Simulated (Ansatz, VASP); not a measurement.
## One calculation of BN, two programs

File INCAR:

```
SYSTEM = BN
  ALGO = Normal
  EDIFF = 1E-7
  ENCUT = 520
  GGA = PE
  ISIF = 2
  ISMEAR = 0
  LASPH = .True.
  LCHARG = .False.
  LREAL = .False.
  LWAVE = .False.
  NBANDS = 11
  NELM = 60
  PREC = Accurate
  SIGMA = 0.05
```

KPOINTS

```
k-points
0
Gamma
  12 12 12
  0 0 0
```

Contents of POSCAR:

```
BN
1.0
    0.0000000000      1.7404809600      1.7404809600
    1.7404809600      0.0000000000      1.7404809600
    1.7404809600      1.7404809600      0.0000000000
B N
1 1
Direct
    0.0000000000      0.0000000000      0.0000000000
    0.7500000000      0.7500000000      0.7500000000
```

Input for Ansatz:

```yaml
crystal:
  lattice:
    - [0.0, 1.74048096, 1.74048096]
    - [1.74048096, 0.0, 1.74048096]
    - [1.74048096, 1.74048096, 0.0]
  atoms:
    - { symbol: B, position: [0.0, 0.0, 0.0] }
    - { symbol: "N", position: [0.75, 0.75, 0.75] }
basis:
  ecutwfc: 420
kpoints:
  mp_grid: { grid: [12, 12, 12] }
hamiltonian:
  xc: pbe
scf:
  occupations: { method: gaussian, width: 0.05 }
output:
  forces: true
  stress: true
  eigenvalues: true
```

Change from the starting cell: strain -0.040 along x and y, -0.040 along z, atoms carried along.

Alike in both runs: task single point; functional PBE; k mesh 12 × 12 × 12; occupations gaussian, width 0.05 eV; no spin polarisation.

|  | VASP | Ansatz |
| --- | --- | --- |
| version | VASP 6.6.1 | Ansatz 0.2.0 |
| potentials or method | VASP PAW PBE potentials, release 64 (B, N) | scalar-relativistic, plane waves, PAW |
| plane-wave cutoff (eV) | 520 | 420 |
| valence electrons in the cell | 8 | 8 |

VASP gave:

- gap on the k mesh at the Fermi level (eV): 4.57
- least direct gap on the mesh (eV): 9.36
- pressure (GPa): 56.9

Task: What did Ansatz give for the same quantities?

Result: gap on the k mesh at the Fermi level (eV): 4.59; least direct gap on the mesh (eV): 9.37; pressure (GPa): 56.3.

Caveats: so large a pressure means that the cell lies far from this level's equilibrium, or that cutoff or potentials fall short (VASP). A k mesh can miss the band edges.
